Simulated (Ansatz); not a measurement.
Set up this calculation in Ansatz 0.2.0, as the native input.

| Quantity | Value |
| --- | --- |
| Task | band structure |
| Functional | PBEsol |
| Potentials or basis | all-electron LAPW, scalar-relativistic |
| Cutoff | 206 eV (chosen from the basis error) |
| Basis error allowed | 0.001 eV/atom |
| k mesh | 9 × 9 × 9 |
| Occupations | gaussian, width 0.1 eV |
| Spin | no spin polarisation |

Se:

```xyz
1
Lattice="2.7895 0.0451 -0.0033 0.0451 2.7998 0.0051 -0.0033 0.0051 2.8434" Properties=species:S:1:pos:R:3 pbc="T T T"
Se    0.1264    0.0045   -0.0206
```

The cell isn't the ideal one: cell strained at random at fixed volume.

One way to write it, as run:

input.yaml

```yaml
crystal:
  lattice:
    - [2.789516, 0.045088, -0.003349]
    - [0.045088, 2.799767, 0.005124]
    - [-0.003349, 0.005124, 2.843442]
  atoms:
    - { symbol: Se, position: [0.045277, 0.000878, -0.007204] }
kpoints:
  mp_grid: { grid: [9, 9, 9] }
  band_path:
    path: [[0.5, 0.0, 0.0], [0.0, 0.0, 0.0], [0.0, 0.0, -0.5]]
    npoints: 12
scf:
  occupations: { method: gaussian, width: 0.1 }
hamiltonian:
  xc: pbesol
  pseudopotentials: { kind: all_electron, lapw: { basis_error: 0.001 } }
output:
  forces: true
  stress: true
  eigenvalues: true
```

Potentials or basis: all-electron LAPW, scalar-relativistic.

Command:

```console
$ ansatz run input.yaml --threads 1 --pin off --max-ram 3072MiB --backend cpu --events-out ev --progress --plain --runs-dir out
```

It gave:

| Quantity | Value |
| --- | --- |
| Pressure | -1.6 GPa |
| Band gap along the path | none (metal or under the smearing width) |

Wall time 41 s on 1 thread of Intel(R) Xeon(R) Processor @ 2.50GHz (Skylake/Cascade Lake), on a shared host, peak memory 0.42 GiB.
